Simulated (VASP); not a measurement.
# TePb (Fm-3m) in VASP: single point with PBE

Aim: the single point of TePb with PBE.

All numbers are computed with VASP 6.6.1; they aren't measurements. Logs are shortened: lines on timing, memory, paths and dates and some standing lists are left out, and cuts for length are marked.

**Experimental background.**

From a printed reference work, monograph, for a bulk crystal of TePb at 4.2 K: band gap 0.19 eV (direct).

How close the calculation comes is told below.

### Step 1. The cell of the first run

The structure is cubic, space group Fm-3m (No. 225). Conventional cell: a = 6.462 Å, b = 6.462 Å, c = 6.462 Å, α = 90.00°, β = 90.00°, γ = 90.00°. Te (site symmetry m-3m) has 6 Pb at 3.23 Å within 4.3 Å. Pb (site symmetry m-3m) has 6 Te at 3.23 Å within 4.3 Å.

### Step 2. Single point, PBE

Input file INCAR:

```
SYSTEM = TePb
PREC     = Accurate       ! precision mode
ENCUT    = 520            ! plane-wave cutoff, eV
EDIFF    = 1E-6           ! SCF threshold, eV
ISMEAR   = -1             ! smearing method
SIGMA    = 0.05           ! smearing width, eV
LREAL    = .FALSE.        ! projectors in reciprocal space
LASPH    = .TRUE.         ! aspherical terms in the spheres
NELM     = 60             ! most SCF steps
ALGO     = Normal         ! electronic algorithm
ISIF     = 2              ! what is computed and relaxed
LWAVE    = .FALSE.        ! write WAVECAR
LCHARG   = .FALSE.        ! write CHGCAR
GGA      = PE             ! functional
NBANDS   = 17             ! bands
```

Input file KPOINTS:

```
Automatic mesh
0
G
  6 6 6
  0 0 0
```

Input file POSCAR:

```
TePb
1.0
    0.0000000000      3.2310000000      3.2310000000
    3.2310000000      0.0000000000      3.2310000000
    3.2310000000      3.2310000000      0.0000000000
Te Pb
1 1
Direct
    0.5000000000      0.5000000000      0.5000000000
    0.0000000000      0.0000000000      0.0000000000
```

Potentials or basis: VASP PAW PBE potentials, release 64 (Te, Pb_d).

Command:

```sh
$ cat potpaw_PBE.64/Te/POTCAR potpaw_PBE.64/Pb_d/POTCAR > POTCAR
$ mpirun -np 1 vasp_std > vasp.out
```

OUTCAR:

```text
SYSTEM = TePb
   PREC = Accurate
   ENCUT = 520
   EDIFF = 1E-6
   ISMEAR = -1
   LREAL = .FALSE.
   LASPH = .TRUE.
   NELM = 60
   ISIF = 2
   GGA = PE

 ion  position               nearest neighbor table
   1  0.500  0.500  0.500-   2 3.23   2 3.23   2 3.23   2 3.23   2 3.23   2 3.23
   2  0.000  0.000  0.000-   1 3.23   1 3.23   1 3.23   1 3.23   1 3.23   1 3.23

  LATTYP: Found a face centered cubic cell.
 ALAT       =     6.4620000000

  Lattice vectors:

 A1 = (   0.0000000000,   3.2310000000,   3.2310000000)
 A2 = (   3.2310000000,   0.0000000000,   3.2310000000)
 A3 = (   3.2310000000,   3.2310000000,   0.0000000000)

Analysis of symmetry for initial positions (statically):
=====================================================================
 Subroutine PRICEL returns:
 Original cell was already a primitive cell.

 Routine SETGRP: Setting up the symmetry group for a
 face centered cubic supercell.

 Subroutine GETGRP returns: Found 48 space group operations
 (whereof 48 operations were pure point group operations)
 out of a pool of 48 trial point group operations.

The static configuration has the point symmetry O_h .

Analysis of symmetry for dynamics (positions and initial velocities):
=====================================================================
 Subroutine PRICEL returns:
 Original cell was already a primitive cell.

 Routine SETGRP: Setting up the symmetry group for a
 face centered cubic supercell.

 Subroutine GETGRP returns: Found 48 space group operations
 (whereof 48 operations were pure point group operations)
 out of a pool of 48 trial point group operations.

The dynamic configuration has the point symmetry O_h .

 Subroutine INISYM returns: Found 48 space group operations
 (whereof 48 operations are pure point group operations),
 and found     1 'primitive' translations

----------------------------------------------------------------------------------------

                                     Primitive cell

  volume of cell :      67.4592

  direct lattice vectors                    reciprocal lattice vectors
     0.000000000  3.231000000  3.231000000    -0.154750851  0.154750851  0.154750851
     3.231000000  0.000000000  3.231000000     0.154750851 -0.154750851  0.154750851
     3.231000000  3.231000000  0.000000000     0.154750851  0.154750851 -0.154750851

  length of vectors
     4.569324020  4.569324020  4.569324020     0.268036337  0.268036337  0.268036337

  position of ions in fractional coordinates (direct lattice)
     0.500000000  0.500000000  0.500000000
     0.000000000  0.000000000  0.000000000

  ion indices of the primitive-cell ions
   primitive index   ion index
                 1           1
                 2           2

----------------------------------------------------------------------------------------

 KPOINTS: Automatic mesh

Automatic generation of k-mesh.
 Grid dimensions read from file:
 generate k-points for:    6    6    6

 Generating k-lattice:

  Cartesian coordinates                     Fractional coordinates (reciprocal lattice)
    -0.025791809  0.025791809  0.025791809     0.166666667  0.000000000  0.000000000
     0.025791809 -0.025791809  0.025791809     0.000000000  0.166666667  0.000000000
     0.025791809  0.025791809 -0.025791809     0.000000000  0.000000000  0.166666667

  Length of vectors
     0.044672723  0.044672723  0.044672723

  Shift w.r.t. Gamma in fractional coordinates (k-lattice)
     0.000000000  0.000000000  0.000000000

 Subroutine IBZKPT returns following result:
 ===========================================

 Found     16 irreducible k-points:

 Following reciprocal coordinates:
            Coordinates               Weight
  0.000000  0.000000  0.000000      1.000000
  0.166667  0.000000  0.000000      8.000000
  0.333333  0.000000  0.000000      8.000000
  0.500000  0.000000  0.000000      4.000000
  0.166667  0.166667  0.000000      6.000000
  0.333333  0.166667  0.000000     24.000000
[... 8 lines left out ...]
 -0.333333  0.333333  0.166667     24.000000
 -0.333333  0.500000  0.166667     12.000000
   k-points           NKPTS =     16   k-points in BZ     NKDIM =     16   number of bands    NBANDS=     17
   number of dos      NEDOS =    301   number of ions     NIONS =      2
   total plane-waves  NPLWV =  46656
   dimension x,y,z NGX =    36 NGY =   36 NGZ =   36
   dimension x,y,z NGXF=    72 NGYF=   72 NGZF=   72
   ions per type =               1   1
   NGX,Y,Z   is equivalent  to a cutoff of  13.10, 13.10, 13.10 a.u.
   NGXF,Y,Z  is equivalent  to a cutoff of  26.20, 26.20, 26.20 a.u.
 SYSTEM =  TePb
   PREC   = accura    normal or accurate (medium, high low for compatibility)
   ISTART =      0    job   : 0-new  1-cont  2-samecut
   ICHARG =      2    charge: 1-file 2-atom 10-const
   ISPIN  =      1    spin polarized calculation?
   LNONCOLLINEAR =      F non collinear calculations
   LSORBIT =      F    spin-orbit coupling
   LASPH  =      T    aspherical Exc in radial PAW
   ENCUT  =  520.0 eV  38.22 Ry    6.18 a.u.   8.50  8.50  8.50*2*pi/ulx,y,z
   NELM   =     60;   NELMIN=  2; NELMDL= -5     # of ELM steps
   EDIFF  = 0.1E-05   stopping-criterion for ELM
   LREAL  =      F    real-space projection
   EDIFFG = 0.1E-04   stopping-criterion for IOM
   NSW    =      0    number of steps for IOM
   IBRION =     -1    ionic relax: 0-MD 1-quasi-New 2-CG
   NFREE  =      0    steps in history (QN), initial steepest desc. (CG)
   ISIF   =      2    stress and relaxation
   ISYM   =      2    0-nonsym 1-usesym 2-fastsym
   POTIM  = 0.5000    time-step for ionic-motion
   TEBEG  =    0.0;   TEEND  =   0.0 temperature during run
   PSTRESS=    0.0 pullay stress
   NELECT =      20.0000    total number of electrons
   NUPDOWN=      -1.0000    fix difference up-down
   EMIN   =  10.00;   EMAX   =-10.00  energy-range for DOS
   EFERMI =   0.00;   METHOD = LEGACY
   ISMEAR =    -1;   SIGMA  =   0.05  broadening in eV -4-tet -1-fermi 0-gaus
   EFERMI_NEDOS =   21; number of points for ismear=-14 and -15
   IALGO  =     38    algorithm
   IMIX   =      4    mixing-type and parameters
     AMIX     =   0.40;   BMIX     =  1.00
     AMIX_MAG =   1.60;   BMIX_MAG =  1.00
  volume/ion in A,a.u.               =      33.73       227.62
  Fermi-wavevector in a.u.,A,eV,Ry     =   1.091619  2.062861 16.213147  1.191633
  Thomas-Fermi vector in A             =   2.227868
   LORBIT       =      0    0 simple, 1 ext, 2 COOP (PROOUT), +10 PAW based schemes
   GGA     = PE    functional components
   LHFCALC =     F    Hartree Fock is set to
   AEXX    =    0.0000 exact exchange contribution
   IVDW    =     0    specifies the selected vdW correction
   LEPSILON=     F    determine dielectric tensor
   LRPA    =     F    only Hartree local field effects (RPA)
 non-spin polarized calculation
  energy-cutoff  :      520.00
  volume of cell :       67.46
 maximum number of plane-waves:      1853
 NGX is ok and might be reduce to    36
   NGX = 17   NGY = 17   NGZ = 17

 number of electron      20.0000003 magnetization

 Free energy of the ion-electron system (eV)
  ---------------------------------------------------
  ext. energy  EPLUGINS =         0.00000000
  ---------------------------------------------------
  free energy    TOTEN  =        -7.50209234 eV

  energy without entropy =       -7.50207168  energy(sigma->0) =       -7.50208201

 E-fermi :   5.9942     XC(G=0):  -9.3008

 val. band max:        5.6253301501   @ k =   0.5000   0.0000   0.0000
 cond. band min:       6.3604107437   @ k =   0.5000   0.0000   0.0000
 fundamental gap:      0.7350805937
 Fermi energy:         5.9942029287

 k-point     1 :       0.0000    0.0000    0.0000
  band No.  band energies     occupation
      1     -11.0977      2.00000
      2     -11.0977      2.00000
      3     -11.0884      2.00000
      4     -11.0884      2.00000
      5     -11.0884      2.00000
      6      -6.3944      2.00000
[... 9 lines left out ...]
     16      11.4204      0.00000
     17      12.9886      0.00000

 k-point     2 :       0.1667    0.0000    0.0000
  band No.  band energies     occupation
      1     -11.1009      2.00000
      2     -11.1009      2.00000
      3     -11.0877      2.00000
      4     -11.0845      2.00000
      5     -11.0845      2.00000
      6      -6.1579      2.00000
[... 9 lines left out ...]
     16      11.9274      0.00000
     17      14.6275      0.00000

 k-point     3 :       0.3333    0.0000    0.0000
  band No.  band energies     occupation
      1     -11.1087      2.00000
      2     -11.1087      2.00000
      3     -11.0866      2.00000
      4     -11.0756      2.00000
      5     -11.0756      2.00000
      6      -5.5123      2.00000
[... 9 lines left out ...]
     16      13.2850      0.00000
     17      16.6358      0.00000

 k-point     4 :       0.5000    0.0000    0.0000
  band No.  band energies     occupation
      1     -11.1126      2.00000
      2     -11.1126      2.00000
      3     -11.0861      2.00000
      4     -11.0710      2.00000
      5     -11.0710      2.00000
      6      -4.9593      2.00000
[... 9 lines left out ...]
     16      14.8656      0.00000
     17      14.8693      0.00000
[... 183 lines left out ...]
      1     -11.1308      2.00000
      2     -11.0995      2.00000
      3     -11.0883      2.00000
      4     -11.0730      2.00000
      5     -11.0696      2.00000
      6      -5.0441      2.00000
[... 9 lines left out ...]
     16      14.6864      0.00000
     17      15.1799      0.00000

 k-point    15 :      -0.3333    0.3333    0.1667
  band No.  band energies     occupation
      1     -11.1340      2.00000
      2     -11.1023      2.00000
      3     -11.0812      2.00000
      4     -11.0789      2.00000
      5     -11.0659      2.00000
      6      -4.6636      2.00000
[... 9 lines left out ...]
     16      15.8845      0.00000
     17      16.0672      0.00000

 k-point    16 :      -0.3333    0.5000    0.1667
  band No.  band energies     occupation
      1     -11.1469      2.00000
      2     -11.0952      2.00000
      3     -11.0898      2.00000
      4     -11.0718      2.00000
      5     -11.0624      2.00000
      6      -4.5974      2.00000
[... 9 lines left out ...]
     16      16.3397      0.00000
     17      17.1629      0.00000

------------------------ aborting loop because EDIFF is reached ----------------------------------------

  FORCE on cell =-STRESS in cart. coord.  units (eV):
  Direction    XX          YY          ZZ          XY          YZ          ZX
  --------------------------------------------------------------------------------------
  -------------------------------------------------------------------------------------
  Total        0.8751147      0.8751147      0.8751147      0.0000000     -0.0000000     -0.0000000
  in kB       20.7842659     20.7842659     20.7842659      0.0000000     -0.0000000     -0.0000000
  external PRESSURE =      20.7842659 kB  Pullay stress =       0.0000000 kB

 VOLUME and BASIS-vectors are now :
 -----------------------------------------------------------------------------
  energy-cutoff  :      520.00
  volume of cell :       67.46
      direct lattice vectors                 reciprocal lattice vectors
     0.000000000  3.231000000  3.231000000    -0.154750851  0.154750851  0.154750851
     3.231000000  0.000000000  3.231000000     0.154750851 -0.154750851  0.154750851
     3.231000000  3.231000000  0.000000000     0.154750851  0.154750851 -0.154750851

 POSITION                                       TOTAL-FORCE (eV/Angst)
 -----------------------------------------------------------------------------------
      3.23100      3.23100      3.23100        -0.000000      0.000000      0.000000
      0.00000      0.00000      0.00000         0.000000     -0.000000      0.000000
 -----------------------------------------------------------------------------------
    total drift:                               -0.000000      0.000000      0.000000

  FREE ENERGIE OF THE ION-ELECTRON SYSTEM (eV)
  ---------------------------------------------------
  free  energy   TOTEN  =        -7.5020923399 eV

  energy  without entropy=       -7.5020716802  energy(sigma->0) =       -7.50208201
```

Wall time 24 s (1 thread of AMD EPYC 7R43 (Zen 3), shared host); peak memory 0.17 GiB.

Results:

```yaml
Free_energy: -7.5021 eV
Pressure: 2.1 GPa
Band_gap_on_the_k_mesh: 0.74 eV, direct
```

Levels at points of the mesh, in eV from the valence-band top:
```csv
k point,band 8,band 9,band 10,band 11,band 12,band 13
"(0.00, 0.00, 0.00)",-1.35,-1.35,-1.35,4.08,4.08,4.08
"(0.50, 0.00, 0.00)",-0.89,-0.89,0.00,0.74,1.27,1.27
"(0.50, 0.50, 0.00)",-4.50,-2.80,-2.80,3.29,5.48,5.48
```

Caveat: spin-orbit coupling is left out, which moves the levels of the heavy elements.

### Step 3. Comparison with measurements

Step 2. Against the measured gap of TePb, 0.19 eV (direct; 4.2 K; a printed reference work, monograph), the calculated 0.74 eV is off by +0.55 eV. Spin-orbit coupling on Pb, Te is left out. The value is that of PBE on a finite k mesh, which can miss the band edges, without temperature or zero-point motion.
